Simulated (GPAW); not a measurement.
# Pb (Im-3m) in GPAW: further runs, part 2 of 2

GPAW 26.7.0.

### 3 Fermi surface, PBEsol

File run.py:

```python
import json
import numpy as np
from ase.dft.bandgap import bandgap
from ase.io import read, write
from ase.units import GPa
from gpaw import GPAW, PW, setup_paths

setup_paths.insert(0, '.')

atoms = read('Pb.xyz')

calc = GPAW(mode=PW(510),
            xc='PBEsol',
            kpts={'size': (9, 9, 9), 'gamma': True},
            occupations={'name': 'fermi-dirac', 'width': 0.05},
            nbands=14,
            convergence={'density': 1e-05, 'energy': 1e-05},
            maxiter=150,
            txt='gpaw.txt')
atoms.calc = calc
energy = atoms.get_potential_energy()
forces = atoms.get_forces()
stress = atoms.get_stress()
calc.write('gs.gpw')
write('result.traj', atoms)
print(f'Energy: {energy:.6f} eV')
print('Forces (eV/A):')
print(forces.round(4))
print('Stress (GPa):', (stress / GPa).round(3))
print('Fermi level:', round(calc.get_fermi_level(), 4), 'eV')
print(f'Gap: {bandgap(calc)[0]:.4f} eV, direct: {bandgap(calc, direct=True)[0]:.4f} eV')

size = (14, 14, 14)
dense = calc.fixed_density(kpts={'size': size, 'gamma': True}, update_fermi_level=True,
                           convergence={'bands': 'CBM+2.0', 'eigenstates': 1e-7}, txt='dense.txt')
ef = dense.get_fermi_level()
index = np.round(dense.get_bz_k_points() * size).astype(int) % size
recip = 2 * np.pi * atoms.cell.reciprocal()
sheets = []
for s, e_kn in enumerate(dense.eigenvalues()):
    for n in range(e_kn.shape[1] - 2):
        if e_kn[:, n].min() < ef < e_kn[:, n].max():
            e = np.empty(size)
            e[tuple(index.T)] = e_kn[dense.get_bz_to_ibz_map(), n] - ef
            de = np.array([(np.roll(e, -1, c) - np.roll(e, 1, c)) * size[c] / 2 for c in range(3)])
            v = np.linalg.norm(np.einsum('vc,cxyz->vxyz', np.linalg.inv(recip), de), axis=0)
            w = np.exp(-(e / 0.1)**2) / (0.1 * np.pi**0.5)
            sheets.append({'spin': s, 'band': n, 'filled': (e < 0).mean(), 'dos': w.mean(), 'bottom': e.min(), 'top': e.max(),
                           'velocity': (w * v).sum() / w.sum() * 1.519267e5, 'slice': e[:, :, 0].round(3).tolist()})
            print(f'spin {s} band {n}: filled share {sheets[-1]["filled"]:.3f}, from {e.min():.3f} to {e.max():.3f} eV,',
                  f'{w.mean():.3f} states/eV, mean velocity {sheets[-1]["velocity"]:.3e} m/s')
print('Fermi level on the dense mesh:', round(ef, 4), 'eV,', len(sheets), 'sheets')
json.dump({'ef': ef, 'sheets': sheets}, open('fermi.json', 'w'))
```

File Pb.xyz:

```xyz
1
Lattice="-1.9796595667 1.9796595667 1.9796595667 1.9796595667 -1.9796595667 1.9796595667 1.9796595667 1.9796595667 -1.9796595667" Properties=species:S:1:pos:R:3 pbc="T T T"
Pb     0.0000000000      0.0000000000      0.0000000000
```

Potentials or basis: PAW data sets generated in the run's folder for this functional, pw.

Started as:

```console
gpaw-setup -f PBEsol Pb
OMP_NUM_THREADS=1 python run.py
```

gpaw.txt:

```text
__  _  _
 | _ |_)|_||  |
 |__||  | ||/\| - 26.7.0

Input parameters:
  mode=PW(ecut=510.0),
  convergence={'density': 1e-05, 'energy': 1e-05},
  kpts=MonkhorstPack(size=(9, 9, 9), gamma=True),
  maxiter=150,
  nbands=14,
  occupations=Occupations(name='fermi-dirac', width=0.05),
  xc=XC(name='PBEsol')

Diagonalizing LCAO Hamiltonian
Converting LCAO to pw mode

       Pb

Atoms  # Å, Bohr magnetons
|   | symbol |        x |        y |        z |    initial magnetic moments |
|---|--------|----------|----------|----------|-----------------------------|
| 0 |     Pb | 0.000000 | 0.000000 | 0.000000 | ( 0.0000,  0.0000,  0.0000) |

Unit cell  # Å
| periodic |         x |         y |         z |  lengths |     angles |
|----------|-----------|-----------|-----------|----------|------------|
|      yes | -1.979660 |  1.979660 |  1.979660 | 3.428871 | 109.471221 |
|      yes |  1.979660 | -1.979660 |  1.979660 | 3.428871 | 109.471221 |
|      yes |  1.979660 |  1.979660 | -1.979660 | 3.428871 | 109.471221 |
[... 174 lines left out ...]
Energy contributions relative to reference atoms: (reference = -567122.994260)

Energy contributions:
  Kinetic:           6.117031
  Coulomb:          -6.394743
  Zero:             -0.014522
  External:          0.000000
  Xc:               -3.889794
  Entropy:          -0.005146
  Spinorbit:         0.000000
  ----------------------------
  Free energy:      -4.187174
  Extrapolated:     -4.184601

dipole moment: (-8.365514, -8.365514, -8.365514)  # |e|*Ang

Fermi level: 7.204
Eigenvalues  # (at kpt = [0.000, 0.000, 0.000])
| band index |      eig [eV] | occ [0-2] |
|------------|---------------|-----------|
|          0 |        -9.869 |     2.000 |
|          1 |        -9.869 |     2.000 |
|          2 |        -9.869 |     2.000 |
|          3 |        -9.643 |     2.000 |
|          4 |        -9.643 |     2.000 |
|          5 |        -4.382 |     2.000 |
|          6 |        14.574 |     0.000 |
|          7 |        14.574 |     0.000 |
|          8 |        14.574 |     0.000 |
|          9 |        18.316 |     0.000 |
|         10 |        18.316 |     0.000 |
|         11 |        18.316 |     0.000 |
|         12 |        18.776 |     0.000 |
|         13 |        20.436 |     0.000 |

No gap
No difference between direct/indirect transitions

Forces  # eV/Ang
|        x |        y |        z |
|----------|----------|----------|
| -0.00000 | -0.00000 | -0.00000 |  # Pb   0

Stress tensor  # eV/Ang^3
|        x |        y |        z |
|----------|----------|----------|
| 0.015205 | 0.000000 | 0.000000 |
| 0.000000 | 0.015205 | 0.000000 |
| 0.000000 | 0.000000 | 0.015205 |

# Writing to gs.gpw (mode='')
```

Wall time 28 s (1 thread of Arm Neoverse V1, shared host); peak memory 0.17 GiB.

Results:

```yaml
Free_energy: -4.1872 eV
Pressure: -2.4 GPa
Band_gap_on_the_k_mesh: none (metal or under the smearing width)
```

Levels at points of the mesh, in eV from the Fermi level:
```
           k point  band 4  band 5  band 6  band 7  band 8  band 9  band 10
(0.00, 0.00, 0.00)  -16.85  -16.85  -11.59    7.37    7.37    7.37    11.11
```

Caveat: the cutoff is short for stress and forces, so pressures can be off by a GPa or more. The run has no spin-orbit coupling, so splittings on Pb are missing.

### 4 Fermi surface, PBE

run.py, as its differences from that of step 3:

```diff
@@ -5,5 +5,3 @@
 from ase.units import GPa
-from gpaw import GPAW, PW, setup_paths
-
-setup_paths.insert(0, '.')
+from gpaw import GPAW, PW
 
@@ -12,3 +10,3 @@
 calc = GPAW(mode=PW(510),
-            xc='PBEsol',
+            xc='PBE',
             kpts={'size': (9, 9, 9), 'gamma': True},
```

Pb.xyz is that of step 3.

Potentials or basis: GPAW PAW data sets (gpaw-data 1.2.1), pw.

Started as:

```console
OMP_NUM_THREADS=1 python run.py
```

gpaw.txt:

```text
__  _  _
 | _ |_)|_||  |
 |__||  | ||/\| - 26.7.0

Input parameters:
  mode=PW(ecut=510.0),
  convergence={'density': 1e-05, 'energy': 1e-05},
  kpts=MonkhorstPack(size=(9, 9, 9), gamma=True),
  maxiter=150,
  nbands=14,
  occupations=Occupations(name='fermi-dirac', width=0.05),
  xc=XC(name='PBE')

Diagonalizing LCAO Hamiltonian
Converting LCAO to pw mode

       Pb

Atoms  # Å, Bohr magnetons
|   | symbol |        x |        y |        z |    initial magnetic moments |
|---|--------|----------|----------|----------|-----------------------------|
| 0 |     Pb | 0.000000 | 0.000000 | 0.000000 | ( 0.0000,  0.0000,  0.0000) |

Unit cell  # Å
| periodic |         x |         y |         z |  lengths |     angles |
|----------|-----------|-----------|-----------|----------|------------|
|      yes | -1.979660 |  1.979660 |  1.979660 | 3.428871 | 109.471221 |
|      yes |  1.979660 | -1.979660 |  1.979660 | 3.428871 | 109.471221 |
|      yes |  1.979660 |  1.979660 | -1.979660 | 3.428871 | 109.471221 |

Number of symmetries: 48
Symmetry operations  # r_c * U_cc + t_c -> r_c
|    | kind |            matrix            |
|----|------|------------------------------|
|  0 |  σ   |  1, 1, 1,  0, 0,-1,  0,-1, 0 |
|  1 |  C4  |  1, 1, 1,  0, 0,-1, -1, 0, 0 |
|  2 |  C2  |  1, 1, 1,  0,-1, 0,  0, 0,-1 |
|  3 |  S6  |  1, 1, 1,  0,-1, 0, -1, 0, 0 |
|  4 |  S6  |  1, 1, 1, -1, 0, 0,  0, 0,-1 |
|  5 |  C4  |  1, 1, 1, -1, 0, 0,  0,-1, 0 |
|  6 |  E   |  1, 0, 0,  0, 1, 0,  0, 0, 1 |
|  7 |  σ   |  1, 0, 0,  0, 1, 0, -1,-1,-1 |
|  8 |  σ   |  1, 0, 0,  0, 0, 1,  0, 1, 0 |
|  9 |  C3  |  1, 0, 0,  0, 0, 1, -1,-1,-1 |
[... 128 lines left out ...]
  Fourier metric: weight=20.0, sigma=0.015

occupation numbers:
  Fermi-Dirac:
    width: 0.0500  # eV

poisson solver:
  ecut: 4080.0  # eV

xc functional:
  name: PBE with 2 nearest neighbor stencil

convergence criteria:
[... 6 lines left out ...]
|iter     | |      energy | eigst |  dens |
|---------|-|-------------|-------|-------|
|iter:   1| |   -3.767634 | -0.35 |       |
|iter:   2| |   -3.766966 | -2.32 | -1.76 |
|iter:   3| |   -3.753875 | -2.48 | -1.79 |
|iter:   4| |   -3.753958 | -3.45 | -2.29 |
|iter:   5| |   -3.754073 | -4.43 | -2.76 |
|iter:   6| |   -3.754077c| -6.29 | -3.83 |
|iter:   7| |   -3.754079c| -6.81 | -4.28 |
|iter:   8| |   -3.754079c| -7.87c| -5.22c|

Converged in 8 steps
Energy contributions relative to reference atoms: (reference = -567274.463364)

Energy contributions:
  Kinetic:           7.932957
  Coulomb:          -8.033307
  Zero:              0.008330
  External:          0.000000
  Xc:               -3.659481
  Entropy:          -0.005154
  Spinorbit:         0.000000
  ----------------------------
  Free energy:      -3.756655
  Extrapolated:     -3.754079

dipole moment: (-8.354953, -8.354953, -8.354953)  # |e|*Ang

Fermi level: 7.392
Eigenvalues  # (at kpt = [0.000, 0.000, 0.000])
| band index |      eig [eV] | occ [0-2] |
|------------|---------------|-----------|
|          0 |        -9.763 |     2.000 |
|          1 |        -9.763 |     2.000 |
|          2 |        -9.763 |     2.000 |
|          3 |        -9.539 |     2.000 |
|          4 |        -9.539 |     2.000 |
|          5 |        -4.194 |     2.000 |
|          6 |        14.753 |     0.000 |
|          7 |        14.753 |     0.000 |
|          8 |        14.753 |     0.000 |
|          9 |        18.510 |     0.000 |
|         10 |        18.510 |     0.000 |
|         11 |        18.510 |     0.000 |
|         12 |        18.976 |     0.000 |
|         13 |        20.617 |     0.000 |

No gap
No difference between direct/indirect transitions

Forces  # eV/Ang
|        x |        y |       z |
|----------|----------|---------|
| -0.00000 | -0.00000 | 0.00000 |  # Pb   0

Stress tensor  # eV/Ang^3
|         x |         y |         z |
|-----------|-----------|-----------|
| -0.001993 |  0.000000 |  0.000000 |
|  0.000000 | -0.001993 |  0.000000 |
|  0.000000 |  0.000000 | -0.001993 |

# Writing to gs.gpw (mode='')
```

stdout:

```text
Energy: -3.754079 eV
Forces (eV/A):
[[-0. -0.  0.]]
Stress (GPa): [-0.319 -0.319 -0.319  0.     0.     0.   ]
Fermi level: 7.3917 eV
Gap: 0.0000 eV, direct: 0.0000 eV
spin 0 band 6: filled share 0.787, from -3.899 to 7.459 eV, 0.177 states/eV, mean velocity 1.583e+06 m/s
spin 0 band 7: filled share 0.198, from -1.926 to 7.459 eV, 0.233 states/eV, mean velocity 1.198e+06 m/s
spin 0 band 8: filled share 0.010, from -0.313 to 7.459 eV, 0.053 states/eV, mean velocity 7.120e+05 m/s
Fermi level on the dense mesh: 7.2948 eV, 3 sheets
```

dense.txt:

```text
Diagonalizing LCAO Hamiltonian
Converting LCAO to pw mode
convergence criteria:
- Maximum integral of absolute [eigenst]ate change: 1e-07 eV^2 / valence electron
maximum number of iterations: 150

SCF iterations
|iter     | |      energy | eigst |  dens |
|---------|-|-------------|-------|-------|
|iter:   1| |             | -0.08 |       |
|iter:   2| |             | -2.06 |       |
|iter:   3| |             | -3.43 |       |
|iter:   4| |             | -4.55 |       |
|iter:   5| |             | -5.60 |       |
|iter:   6| |             | -6.68 |       |
|iter:   7| |             | -7.36c|       |
SCF steps: 7
  __  _  _
 | _ |_)|_||  |
 |__||  | ||/\| - 26.7.0

Input parameters:
  mode=PW(ecut=510.0),
  convergence={'bands': 'CBM+2.0', 'eigenstates': 1e-07},
  gpts=array([18, 18, 18]),
  kpts=MonkhorstPack(size=(14, 14, 14), gamma=True),
  maxiter=150,
  nbands=14,
  occupations=Occupations(name='fermi-dirac', width=0.05),
  xc=XC(name='PBE')
```

It took 24 s on 1 thread of Arm Neoverse V1, shared host; peak memory 0.17 GiB.

Results:

| Property | Result |
| --- | --- |
| Free energy | -3.7567 eV |
| Pressure | 0.3 GPa |
| Band gap on the k mesh | none (metal or under the smearing width) |

Caveat: the cutoff is short for stress and forces, so pressures can be off by a GPa or more.

### 5 Summary

```csv
level,potentials or basis,gap on the mesh (eV),pressure (GPa)
LDA,"the program's PAW data sets (release 1.2.1) made for this functional, pw",none,-3.9
PBEsol,"PAW data sets generated in the run's folder for this functional, pw",none,-2.4
PBE,"GPAW PAW data sets (gpaw-data 1.2.1), pw",none,0.3
```

Alike in all rows: task Fermi surface; no spin polarisation; cell as given; k mesh 9 × 9 × 9; cutoff (eV) 510; smearing fermi-dirac 0.05 eV.

Caveats: the cutoff is short for stress and forces, so pressures can be off by a GPa or more.

Total energies depend on the potentials used, so only differences within one code and one set of settings carry meaning.
